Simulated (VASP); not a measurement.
A run of VASP 6.6.1 is set up as follows.

Contents of POSCAR:

```
C20N                                    
1.0
    7.1440000000      0.0000000000      0.0000000000
    0.0000000000      7.1440000000      0.0000000000
    0.0000000000      0.0000000000      7.1440000000
  N               C             
     3    60
Direct
     0.1332810243373790    0.1332810233125918    0.1355193356964359
     0.1332810734277672    0.8644807666187155    0.8667189268467240
     0.8644807652456384    0.1332810794914372    0.8667189234094277
     0.0049899137643640    0.2491241899048635    0.2494808053433942
     0.1249605112063972    0.3761128167284139    0.3762238821997119
     0.2491241900338589    0.0049899151119042    0.2494808039155996
     0.3761128165332076    0.1249605099342016    0.3762238787429668
     0.2479416271976591    0.2479416331096638    0.0054190715826066
     0.3757922060682580    0.3757922058752040    0.1249389456742517
     0.0000010483309818    0.0000010512269546    0.5000212734038069
     0.1223897323723531    0.1223897308212038    0.6283399258108308
     0.9945810586956271    0.2479417727069933    0.7520582270750833
     0.1223897242909786    0.3716600358774013    0.8776103011696154
     0.2479417690054695    0.9945810627381554    0.7520582272707413
     0.3716600381393424    0.1223897218845170    0.8776103043427782
     0.2495339619942137    0.2495339620086304    0.5019877348307185
     0.3744805971808484    0.3744805987730199    0.6255194035232038
     0.0000010430594799    0.4999787076662734    0.9999989545584582
     0.1244176982455512    0.6265654524819413    0.1231794690707363
     0.9997257867848117    0.7517191918703927    0.2482807879927152
     0.1244177210924017    0.8768204878890793    0.3734345722437938
     0.2503562017457026    0.5012053343322904    0.2494813170972852
     0.3750760156024968    0.6255525939052147    0.3744474183734548
     0.2491242296667526    0.7505193479783764    0.9950100063293205
     0.3724204396379213    0.8773143599131267    0.1226856337635625
     0.0002339491744113    0.4999221417917538    0.5000778595482824
     0.1249604907377219    0.6237761293443718    0.6238872277495305
     0.0049899371929268    0.7505193535755615    0.7508758196591800
     0.2495339550841310    0.4980122646780664    0.7504660341760481
     0.3761127734279091    0.6237761092493576    0.8750394790207858
     0.2503561854626404    0.7505186939205561    0.4987946908093394
     0.3757922790289620    0.8750610546558225    0.6242077256480798
     0.4999787068087976    0.0000010408781130    0.9999989552124215
     0.6265654548450902    0.1244177044743175    0.1231794705684400
     0.5012053335787051    0.2503562051403149    0.2494813132768807
     0.6255525918203946    0.3750760183952931    0.3744474238972333
     0.7517191958011759    0.9997257839048922    0.2482807823174906
     0.8768204864271014    0.1244177184836277    0.3734345707308147
     0.7505193520359427    0.2491242238251335    0.9950100054766957
     0.8773143621257180    0.3724204379232848    0.1226856345986116
     0.4999221436093219    0.0002339531409091    0.5000778602911777
     0.6237761300741561    0.1249604933905822    0.6238872250475943
     0.4980122682718217    0.2495339536614731    0.7504660375402908
     0.6237761146137776    0.3761127756404593    0.8750394762569279
     0.7505193482534925    0.0049899353994837    0.7508758228948479
     0.7505186888289449    0.2503561882309583    0.4987946843381757
     0.8750610547823517    0.3757922796333477    0.6242077244181951
     0.4999220675209330    0.4999220643733212    0.9997660481145768
     0.6241876410755339    0.6241876402484525    0.1240845247111258
     0.4990302598462129    0.7507474586765078    0.2492525268144024
     0.6241878028507444    0.8759154783201367    0.3758121795013178
     0.7507474588858029    0.4990302564397998    0.2492525275247180
     0.8759154758202246    0.6241878010786904    0.3758121825773839
     0.7517189232770674    0.7517189213415385    0.0002745747631328
     0.8636555266114255    0.8636555256100665    0.1363443634855371
     0.5001884960805502    0.5001884934801586    0.4998115189733401
     0.6255525934734452    0.6255525946315939    0.6249239480706201
     0.5012053283903619    0.7505186687821169    0.7496438041550909
     0.6265654374737417    0.8768204822766080    0.8755824062232257
     0.7505186720687740    0.5012053286355315    0.7496438021488561
     0.8768204820468229    0.6265654352393842    0.8755823997382852
     0.7507474922823002    0.7507474896426172    0.5009696904955859
     0.8773143466511029    0.8773143497252306    0.6275795489585348
```

INCAR.step1

```
SYSTEM = C20N
PREC = Accurate
ENCUT = 420
EDIFF = 1E-5
ISMEAR = 0
SIGMA = 0.01
LREAL = .FALSE.
LASPH = .TRUE.
NELM = 100
ALGO = Normal
ISIF = 2
LWAVE = .TRUE.
LCHARG = .FALSE.
ISPIN = 2
MAGMOM = 0 0 0 0 0 0 0 0 0 0 0 0 0 0 0 0 0 0 0 0 0 0 0 0 0 0 0 0 0 0 0 0 0 0 0 0 0 0 0 0 0 0 0 0 0 0 0 0 0 0 0 0 0 0 1 0 0 0 0 0 0 0 0
LORBIT = 11
NUPDOWN = 1
NELECT = 255
ISYM = 0
NCORE = 4
NGYROMAG = 3.0777 10.7084
LEFG = .TRUE.
QUAD_EFG = 20.44 0
GGA = PE
```

INCAR.step2

```
SYSTEM = C20N
PREC = Accurate
ENCUT = 420
EDIFF = 1E-6
ISMEAR = 0
SIGMA = 0.01
LREAL = .FALSE.
LASPH = .TRUE.
NELM = 100
ALGO = Normal
ISIF = 2
LWAVE = .FALSE.
LCHARG = .FALSE.
ISPIN = 2
MAGMOM = 0 0 0 0 0 0 0 0 0 0 0 0 0 0 0 0 0 0 0 0 0 0 0 0 0 0 0 0 0 0 0 0 0 0 0 0 0 0 0 0 0 0 0 0 0 0 0 0 0 0 0 0 0 0 1 0 0 0 0 0 0 0 0
LORBIT = 11
NUPDOWN = 1
GGA = PE
LHFCALC = .TRUE.
HFSCREEN = 0.2
PRECFOCK = Fast
LHYPERFINE = .TRUE.
NELECT = 255
ISYM = 0
NCORE = 4
NGYROMAG = 3.0777 10.7084
LEFG = .TRUE.
QUAD_EFG = 20.44 0
ISTART = 1
```

KPOINTS

```
Automatic mesh
0
G
  2 2 2
  0 0 0
```

Potentials or basis: VASP PAW PBE potentials, release 64 (N, C).

Command:

```sh
$ cat potpaw_PBE.64/N/POTCAR potpaw_PBE.64/C/POTCAR > POTCAR
$ cp INCAR.step1 INCAR
$ mpirun -np 8 vasp_std > vasp.out
$ cp INCAR.step2 INCAR
$ mpirun -np 8 vasp_std > vasp.out
```

**Question.** What does it give for the largest force?

**Answer.** 0.268 eV/Å.

Hyperfine coupling, principal values (MHz):
```tsv
atom	values
1 N	8.0, 7.9, 11.8
2 N	8.0, 7.9, 11.8
3 N	8.0, 7.9, 11.8
4 C	-2.3, -0.4, -2.4
5 C	0.7, 0.4, 1.1
6 C	-2.3, -0.4, -2.4
7 C	0.7, 0.4, 1.1
8 C	2.2, 2.1, 3.8
9 C	3.5, 3.3, 4.9
10 C	-2.1, -0.4, -2.3
11 C	1.3, 0.8, 1.6
12 C	2.2, 2.1, 3.8
13 C	1.3, 0.8, 1.6
14 C	2.2, 2.1, 3.8
15 C	1.3, 0.8, 1.6
16 C	-0.4, -0.3, -0.4
17 C	0.7, 0.7, 0.9
18 C	-2.1, -0.4, -2.3
19 C	6.0, 5.6, 9.9
20 C	-26.8, -22.2, -27.1
21 C	6.0, 5.6, 9.9
22 C	-1.3, -1.0, -1.8
23 C	2.3, 1.9, 3.2
24 C	-2.3, -0.4, -2.4
25 C	2.5, 2.1, 4.4
26 C	6.3, 6.0, 9.3
27 C	0.7, 0.4, 1.1
28 C	-2.3, -0.4, -2.4
29 C	-0.4, -0.3, -0.4
30 C	0.7, 0.4, 1.1
31 C	-1.3, -1.0, -1.8
32 C	3.5, 3.3, 4.9
33 C	-2.1, -0.4, -2.3
34 C	6.0, 5.6, 9.9
35 C	-1.3, -1.0, -1.8
36 C	2.3, 1.9, 3.2
37 C	-26.8, -22.2, -27.1
38 C	6.0, 5.6, 9.9
39 C	-2.3, -0.4, -2.4
40 C	2.5, 2.1, 4.4
41 C	6.3, 6.0, 9.3
42 C	0.7, 0.4, 1.1
43 C	-0.4, -0.3, -0.4
44 C	0.7, 0.4, 1.1
45 C	-2.3, -0.4, -2.4
46 C	-1.3, -1.0, -1.8
47 C	3.5, 3.3, 4.9
48 C	6.3, 6.0, 9.3
49 C	38.5, 38.3, 54.4
50 C	-4.2, -2.4, -4.4
51 C	38.5, 38.3, 54.4
52 C	-4.2, -2.4, -4.4
53 C	38.5, 38.3, 54.4
54 C	-26.8, -22.2, -27.1
55 C	258.3, 258.3, 484.8
56 C	-0.4, -0.1, -0.4
57 C	2.3, 1.9, 3.2
58 C	-1.3, -1.0, -1.8
59 C	6.0, 5.6, 9.9
60 C	-1.3, -1.0, -1.8
61 C	6.0, 5.6, 9.9
62 C	-4.2, -2.4, -4.4
63 C	2.5, 2.1, 4.4
```

Caveat: the k mesh is coarse (spacing up to 0.44 Å⁻¹), so the values aren't converged, least of all with exact exchange; the PAW data sets were made with another functional, which shifts forces and pressure a little; the total moment is fixed, so each spin has its own Fermi level.
